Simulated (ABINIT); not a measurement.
Runs of ABINIT 10.8.3 (patched build) on HfO2. It takes space group Fm-3m (No. 225, cubic). Conventional cell: a = 5.115 Å, b = 5.115 Å, c = 5.115 Å, α = 90.00°, β = 90.00°, γ = 90.00°. Hf (site symmetry m-3m) is surrounded by 8 O at 2.21 Å. O (site symmetry -43m) is surrounded by 4 Hf at 2.21 Å. Measurements of this composition are mostly on another form, of space group No. 14.

| task | level | potentials or basis | cell | k mesh | cutoff (eV) | smearing | stop of the response cycle (tolvrs) | acoustic sum rule (asr) | electron-positron correlation | fine-grid cutoff | cell freedom (optcell) | gap on the mesh (eV) | pressure (GPa) | relaxed volume (Å³/atom) |
| --- | --- | --- | --- | --- | --- | --- | --- | --- | --- | --- | --- | --- | --- | --- |
| dielectric tensor | PBE | PseudoDojo NC SR PBE v0.4.1 standard | as given | 4 × 4 × 4, with 4 shifts | 1143 | fixed | 1e-08 | 2 | - | - | - | - | -4.8 | - |
| positron lifetime | LDA | JTH PAW LDA v2.0 | as given | 6 × 6 × 6 | 517 | fermi-dirac 0.05 eV | - | - | Sterne-Kaiser GGA | 1034.03 eV | - | (b) | -20.3 | - |
| single point | PBE | SG15 NC PBE v1.2 | as given | 7 × 7 × 7 | 1088 | fermi-dirac 0.05 eV | - | - | - | - | - | 3.85 | (a) | - |
| single point | PBE | PseudoDojo NC SR PBE v0.4.1 standard | as given | 7 × 7 × 7 | 1143 | fermi-dirac 0.05 eV | - | - | - | - | - | 3.95 | -4.8 | - |
| relaxation of cell and atoms | LDA | PseudoDojo NC SR LDA v0.4.1 standard | relaxed | 7 × 7 × 7 | 1143 | fermi-dirac 0.05 eV | - | - | - | - | 2 | 4.00 | 0.0 | 10.18 |
| phonons | LDA | JTH PAW LDA v2.0 | as given | 4 × 4 × 4, with 4 shifts | 517 | fixed | 1e-08 | 2 | - | 1034.03 eV | - | - | -20.3 | - |
| relaxation of cell and atoms | PBE | SG15 NC PBE v1.2 | relaxed | 7 × 7 × 7 | 1143 | fermi-dirac 0.05 eV | - | - | - | - | 2 | (c) | 0.0 | 11.01 |
| single point | LDA | JTH PAW LDA v2.0 | as given | 7 × 7 × 7 | 517 | fermi-dirac 0.05 eV | - | - | - | 1034.03 eV | - | 3.71 | -20.3 | - |

Alike in all rows: no spin polarisation.

Question: Estimate the missing entries.

Answer: (a) -3.6; (b) 3.52; (c) 3.88.

Caveats: spin-orbit coupling is left out, which moves the levels of the heavy elements (some runs); an odd mesh through Γ misses points on the zone boundary, where band edges often lie (some runs); so large a pressure means that the cell lies far from this level's equilibrium, or that cutoff or potentials fall short (some runs); the cell is more than 3 GPa from zero pressure, which shifts response properties (some runs); the PAW basis is incomplete for the positron (some runs).

A k mesh can miss the band edges, and the runs leave out spin-orbit coupling on Hf.

Not every run made on this cell is shown here.
